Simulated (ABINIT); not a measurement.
# MoS2 (P6_3/mmc) in ABINIT: notebook

The runs below take MoS2 through single point, with LDA, PBEsol.

All numbers are computed with ABINIT 10.8.3 (patched build); they aren't measurements. Logs are shortened: lines on timing, memory, paths and dates and some standing lists are left out, and cuts for length are marked. The log counts tension as positive stress, the text compression.

**What was measured.**

“Multiwavelength excitation Raman Scattering Analysis of bulk and 2 dimensional MoS2: Vibrational properties of atomically thin MoS2 layers”, 2015, arxiv:1506.03228 reports, for a bulk crystal of MoS2 at 300 K: band gap 1.3 eV (indirect).

The results are compared with them further down.

## (1) The crystal as given

It takes space group P6_3/mmc (No. 194, hexagonal). The conventional cell has a = 3.169 Å, b = 3.169 Å, c = 12.324 Å, α = 90.00°, β = 90.00°, γ = 120.00°. Mo (site symmetry -6m2) has 6 S at 2.41 Å as nearest neighbours. S (site symmetry 3m) has 3 Mo at 2.41 Å as nearest neighbours.

## (2) Single point, LDA

Input file run.abi:

```
# Pseudopotentials
pp_dirpath "./"
pseudos "Mo.LDA_PW-JTH.xml, S.LDA_PW-JTH.xml"

# Structure
acell 3.169 3.169 12.324 Angstrom
rprim
     1.0000000000     0.0000000000     0.0000000000
    -0.5000000000     0.8660254038     0.0000000000
     0.0000000000     0.0000000000     1.0000000000
ntypat 2
znucl 42 16
natom 6
typat 1 1 2 2 2 2
xcart
     2.9942710448     1.7287431934    17.4667385699
    -0.0000000003     3.4574863873     5.8222461900
     2.9942710448     1.7287431934     8.7799472545
    -0.0000000003     3.4574863873    20.4244396344
     2.9942710448     1.7287431934     2.8645451255
    -0.0000000003     3.4574863873    14.5090375054

# Plane-wave basis
ecut 20.0
pawecutdg 40.0

# k points
kptopt 1
ngkpt 8 8 2
nshiftk 1
shiftk 0.0 0.0 0.0

# Exchange and correlation
ixc 7

# Bands and occupations
nband 32
occopt 3
tsmear 0.05 eV

# SCF cycle
nstep 100
tolvrs 1.0e-9

# Output
iomode 3
prtwf 0
prtden 0
prteig 0
prtebands 0
enunit 1
```

Potentials or basis: JTH PAW LDA v2.0.

Run with:

```bash
> abinit run.abi > log 2>&1
```

run.abo:

```text
.Version 10.8.3 of ABINIT
 Symmetries : space group P6_3/m m c (#194); Bravais hP (primitive hexag.)
================================================================================
 Values of the parameters that define the memory need of the present run
     intxc =       0    ionmov =       0      iscf =      17    lmnmax =      18
     lnmax =       6     mgfft =      96  mpssoang =       3    mqgrid =    6631
     natom =       6  nloc_mem =       2    nspden =       1   nspinor =       1
    nsppol =       1      nsym =      24    n1xccc =       1    ntypat =       2
    occopt =       3   xclevel =       1
       mpw =        3132          nfft =       69984          nkpt =          20
 PAW method is used; the additional fine FFT grid is defined by:
   mgfftf=       135    nfftf =    174960
================================================================================
================================================================================

--------------------------------------------------------------------------------
------------- Echo of variables that govern the present computation ------------
--------------------------------------------------------------------------------
 -outvars: echo values of preprocessed input variables --------
            acell      5.9885420930E+00  5.9885420930E+00  2.3288984776E+01 Bohr
              amu      9.59400000E+01  3.20660000E+01
             ecut      2.00000000E+01 Hartree
           enunit           1
              ixc           7
         kptrlatt        8    0    0      0    8    0      0    0    2
          kptrlen      4.65779696E+01
            natom           6
            nband          32
            ngfft          27      27      96
          ngfftdg          36      36     135
             nkpt          20
            nstep         100
             nsym          24
           ntypat           2
           occopt           3
        pawecutdg      4.00000000E+01 Hartree
           prtden           0
        prtebands           0
           prteig           0
            prtwf           0
            rprim      1.0000000000E+00  0.0000000000E+00  0.0000000000E+00
                      -5.0000000000E-01  8.6602540380E-01  0.0000000000E+00
                       0.0000000000E+00  0.0000000000E+00  1.0000000000E+00
          spgroup         194
           tolvrs      1.00000000E-09
           tsmear      1.83746611E-03 Hartree
            typat      1  1  2  2  2  2
           useylm           1
           xangst      1.5844999995E+00  9.1481150060E-01  9.2429999958E+00
                      -5.2941008359E-10  1.8296230022E+00  3.0809999958E+00
                       1.5844999995E+00  9.1481150060E-01  4.6461479948E+00
                      -5.2941008359E-10  1.8296230022E+00  1.0808147995E+01
                       1.5844999995E+00  9.1481150060E-01  1.5158519969E+00
                      -5.2941008359E-10  1.8296230022E+00  7.6778519969E+00
            xcart      2.9942710455E+00  1.7287431930E+00  1.7466738574E+01
                      -1.0004400663E-09  3.4574863877E+00  5.8222461860E+00
                       2.9942710455E+00  1.7287431930E+00  8.7799472505E+00
                      -1.0004400663E-09  3.4574863877E+00  2.0424439638E+01
                       2.9942710455E+00  1.7287431930E+00  2.8645451215E+00
                      -1.0004400663E-09  3.4574863877E+00  1.4509037509E+01
             xred      6.6666666633E-01  3.3333333299E-01  7.4999999966E-01
                       3.3333333299E-01  6.6666666632E-01  2.4999999966E-01
                       6.6666666633E-01  3.3333333299E-01  3.7699999957E-01
                       3.3333333299E-01  6.6666666632E-01  8.7699999957E-01
                       6.6666666633E-01  3.3333333299E-01  1.2299999975E-01
                       3.3333333299E-01  6.6666666632E-01  6.2299999975E-01
            znucl       42.00000   16.00000

================================================================================

 chkinp: Checking input parameters for consistency.

================================================================================
== DATASET  1 ==================================================================

--- !DatasetInfo
iteration_state: {dtset: 1, }
dimensions: {natom: 6, nkpt: 20, mband: 32, nsppol: 1, nspinor: 1, nspden: 1, mpw: 3132, }
cutoff_energies: {ecut:  20.0, pawecutdg:  40.0, }
electrons: {nelect:   5.20000000E+01, charge:   0.00000000E+00, occopt:   3.00000000E+00, tsmear:   1.83746611E-03, }
meta: {optdriver: 0, ionmov: 0, optcell: 0, iscf: 17, paral_kgb: 0, }
...

 Exchange-correlation functional for the present dataset will be:
  LDA: Perdew-Wang 92 LSD fit to Ceperley-Alder data - ixc=7
  J.P.Perdew and Y.Wang, PRB 45, 13244 (1992)

 Real(R)+Recip(G) space primitive vectors, cartesian coordinates (Bohr,Bohr^-1):
[... 114 lines left out ...]

 Mean square residual over all n,k,spin=   59.865E-07; max=  66.622E-05
 reduced coordinates (array xred) for    6 atoms
       0.666666666328      0.333333332990      0.749999999661
       0.333333332994      0.666666666323      0.249999999661
       0.666666666328      0.333333332990      0.376999999575
       0.333333332994      0.666666666323      0.876999999575
       0.666666666328      0.333333332990      0.122999999747
       0.333333332994      0.666666666323      0.622999999747
 rms dE/dt=  1.0139E-01; max dE/dt=  2.1509E-01; dE/dt below (all hartree)
    1       0.000000000000     -0.000000000000      0.000000000000
    2      -0.000000000000      0.000000000000     -0.000000000000
    3       0.000000000000     -0.000000000000      0.215087660663
    4       0.000000000000     -0.000000000000      0.215087660663
    5       0.000000000000     -0.000000000000     -0.215087660663
    6      -0.000000000000     -0.000000000000     -0.215087660663

 cartesian coordinates (angstrom) at end:
    1      1.58449999947059     0.91481150060410     9.24299999582281
    2     -0.00000000052941     1.82962300215150     3.08099999582280
    3      1.58449999947059     0.91481150060410     4.64614799475793
    4     -0.00000000052941     1.82962300215150    10.80814799475794
    5      1.58449999947059     0.91481150060410     1.51585199688768
    6     -0.00000000052941     1.82962300215150     7.67785199688767

 cartesian forces (hartree/bohr) at end:
    1     -0.00000000000000    -0.00000000000000    -0.00000000000000
    2      0.00000000000000     0.00000000000000     0.00000000000000
    3     -0.00000000000000    -0.00000000000000    -0.00923559625870
    4     -0.00000000000000    -0.00000000000000    -0.00923559625870
    5     -0.00000000000000    -0.00000000000000     0.00923559625870
    6      0.00000000000000     0.00000000000000     0.00923559625870
 frms,max,avg= 4.3537018E-03 9.2355963E-03   0.000E+00  0.000E+00  0.000E+00 h/b

 cartesian forces (eV/Angstrom) at end:
    1     -0.00000000000000    -0.00000000000000    -0.00000000000000
    2      0.00000000000000     0.00000000000000     0.00000000000000
    3     -0.00000000000000    -0.00000000000000    -0.47491345432104
    4     -0.00000000000000    -0.00000000000000    -0.47491345432104
    5     -0.00000000000000    -0.00000000000000     0.47491345432104
    6      0.00000000000000     0.00000000000000     0.47491345432104
 frms,max,avg= 2.2387635E-01 4.7491345E-01   0.000E+00  0.000E+00  0.000E+00 e/A
 length scales=  5.988542093002  5.988542093002 23.288984775688 bohr
              =  3.169000000000  3.169000000000 12.324000000000 angstroms
 Fermi (or HOMO) energy (eV) =   8.60220   Average Vxc (eV)= -11.05409
 Eigenvalues (   eV  ) for nkpt=  20  k points:
 kpt#   1, nband= 32, wtk=  0.00781, kpt=  0.0000  0.0000  0.0000 (reduced coord)
 -53.17803  -53.17803  -27.38417  -27.38408  -27.15150  -27.15150  -27.15150  -27.15150
  -6.71661   -6.44037   -5.49063   -5.03364    1.31010    2.38148    4.65351    4.93273
   4.93273    4.94577    4.94577    6.03446    6.03446    6.08140    6.08140    7.00828
   7.04926    8.21005   10.29532   10.29892   10.32540   10.36398   10.46780   10.51617
 prteigrs : prtvol=0 or 1, do not print more k-points.

--- !EnergyTerms
iteration_state     : {dtset: 1, }
comment             : Components of total free energy in Hartree
kinetic             :  3.70587090226036E+01
hartree             :  5.67589388758350E+01
xc                  : -2.24126145166604E+01
Ewald energy        : -1.19847493738190E+02
psp_core            :  4.71474093949545E+00
local_psp           : -1.61127074221560E+02
PAW spherical_terms :  2.50584646386123E+01
internal            : -1.79796328999864E+02
'-kT*entropy'       : -2.32057563556144E-07
total_energy        : -1.79796329231922E+02
total_energy_eV     : -4.89250736033939E+03
...

--- !EnergyTermsDC
iteration_state     : {dtset: 1, }
comment             : '"Double-counting" decomposition of free energy'
band_energy         : -1.65568268096179E+01
Ewald energy        : -1.19847493738190E+02
psp_core            :  4.71474093949545E+00
xc_dc               : -5.39544002910111E+01
PAW spherical_terms :  5.84765044600475E+00
internal            : -1.79796329453319E+02
'-kT*entropy'       : -2.32057563556144E-07
total_energy_dc     : -1.79796329685377E+02
total_energy_dc_eV  : -4.89250737267852E+03
...

--- !EnergyTermsWithPAWCore
iteration_state     : {dtset: 1, }
comment             : 'Components of total free energy, including PAW core contributions'
Total energy        : -9.68196192249450E+03
Total energy DC     : -9.68196192294795E+03
Total energy (eV)   : -2.63459605491879E+05
Total energy DC (eV): -2.63459605504218E+05
...

 Cartesian components of stress tensor (hartree/bohr^3)
  sigma(1 1)=  1.94437173E-04  sigma(3 2)=  0.00000000E+00
  sigma(2 2)=  1.94437173E-04  sigma(3 1)=  0.00000000E+00
  sigma(3 3)=  1.84233021E-04  sigma(2 1)=  0.00000000E+00

-Cartesian components of stress tensor (GPa)         [Pressure= -5.6205E+00 GPa]
- sigma(1 1)=  5.72053913E+00  sigma(3 2)=  0.00000000E+00
- sigma(2 2)=  5.72053912E+00  sigma(3 1)=  0.00000000E+00
- sigma(3 3)=  5.42032260E+00  sigma(2 1)=  0.00000000E+00

== END DATASET(S) ==============================================================
================================================================================

 -outvars: echo values of variables after computation  --------
            acell      5.9885420930E+00  5.9885420930E+00  2.3288984776E+01 Bohr
           etotal     -1.7979632969E+02
            fcart     -2.9226134974E-28 -9.0858475583E-29 -3.8795242434E-22
                       6.0700434176E-28  1.2979782226E-29  3.8795242434E-22
                      -1.1240821144E-28 -9.0858475583E-29 -9.2355962587E-03
                      -2.0233478059E-28 -3.8939346679E-29 -9.2355962587E-03
                      -2.9226134974E-28 -9.0858475583E-29  9.2355962587E-03
                       2.9226134974E-28  2.9853499120E-28  9.2355962587E-03
            rprim      1.0000000000E+00  0.0000000000E+00  0.0000000000E+00
                      -5.0000000000E-01  8.6602540380E-01  0.0000000000E+00
                       0.0000000000E+00  0.0000000000E+00  1.0000000000E+00
           strten      1.9443717284E-04  1.9443717260E-04  1.8423302065E-04
                       0.0000000000E+00  0.0000000000E+00  0.0000000000E+00
           xangst      1.5844999995E+00  9.1481150060E-01  9.2429999958E+00
                      -5.2941008359E-10  1.8296230022E+00  3.0809999958E+00
                       1.5844999995E+00  9.1481150060E-01  4.6461479948E+00
                      -5.2941008359E-10  1.8296230022E+00  1.0808147995E+01
                       1.5844999995E+00  9.1481150060E-01  1.5158519969E+00
                      -5.2941008359E-10  1.8296230022E+00  7.6778519969E+00
             xred      6.6666666633E-01  3.3333333299E-01  7.4999999966E-01
                       3.3333333299E-01  6.6666666632E-01  2.4999999966E-01
                       6.6666666633E-01  3.3333333299E-01  3.7699999957E-01
                       3.3333333299E-01  6.6666666632E-01  8.7699999957E-01
                       6.6666666633E-01  3.3333333299E-01  1.2299999975E-01
                       3.3333333299E-01  6.6666666632E-01  6.2299999975E-01
 Calculation completed.
```

Run time: 86 s. Hardware: 1 thread of Arm Neoverse V1, shared host; peak memory 0.15 GiB.

Results:

| Quantity | Value |
| --- | --- |
| Free energy | -4892.5074 eV |
| Pressure | -5.6 GPa |
| Largest force | 0.475 eV/Å |
| Band gap on the k mesh | 0.91 eV, indirect (least direct gap 1.93 eV) |
| Valence electrons inside the program's atomic spheres | Mo 11.29; S 3.58 |

Forces on the atoms (eV/Å):
```
Mo   0.000  0.000  0.000
Mo   0.000  0.000  0.000
S    0.000  0.000 -0.475
S    0.000  0.000 -0.475
S    0.000  0.000  0.475
S    0.000  0.000  0.475
```

Stress tensor (GPa, compression positive):
```
-5.72  0.00  0.00
 0.00 -5.72  0.00
 0.00  0.00 -5.42
```

(Continued in part 2 of 2.)
